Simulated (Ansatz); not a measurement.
Crystal: CoO.

```
CELL_PARAMETERS angstrom
1.50547 0.86918 2.43993
-1.50547 0.86918 2.43993
0.00000 -1.73837 2.43993
ATOMIC_POSITIONS crystal
Co 0.00000 0.00000 0.00000
O 0.50000 0.50000 0.50000
```

The cell is a database's computed one.

Base run:

```yaml
Program: Ansatz 0.2.0
Functional: r2SCAN
Potentials_or_basis: Ansatz PAW
Cutoff: "500 eV (not typed: the program's choice for these potentials)"
k_mesh: 11 × 11 × 11
Occupations: fermi-dirac, width 0.05 eV
Spin: collinear spin, ferromagnetic start
Starting_moments: "[2.0, 0.0] μB"
Hubbard_terms: Co d U = 3 eV
```

Its results: band gap on the k mesh 2.02 eV, indirect (least direct gap 3.13 eV); pressure 5.0 GPa; net moment 3.00 μB per cell; site moments Co +2.65; O +0.21 μB.

**Question.** The run is repeated on the same cell with these changes: hubbard terms from Co d U = 3 eV to Co d U = 2 eV. What comes out?

**Answer.** Band gap on the k mesh 1.66 eV, indirect (least direct gap 2.57 eV); pressure 3.6 GPa; net moment 3.00 μB per cell; site moments Co +2.63; O +0.23 μB.

Caveats: the magnetic or orbital state may not be the lowest; odd divisions of the mesh miss points on the zone boundary, where band edges often lie, so the gap on the mesh can be too wide; a cell with one magnetic atom can't hold antiferromagnetic order, which such compounds often take; the PAW data sets come from PBE, with cores solved anew for the run's functional, which leaves a small shift of forces and pressure.

A k mesh can miss the band edges.
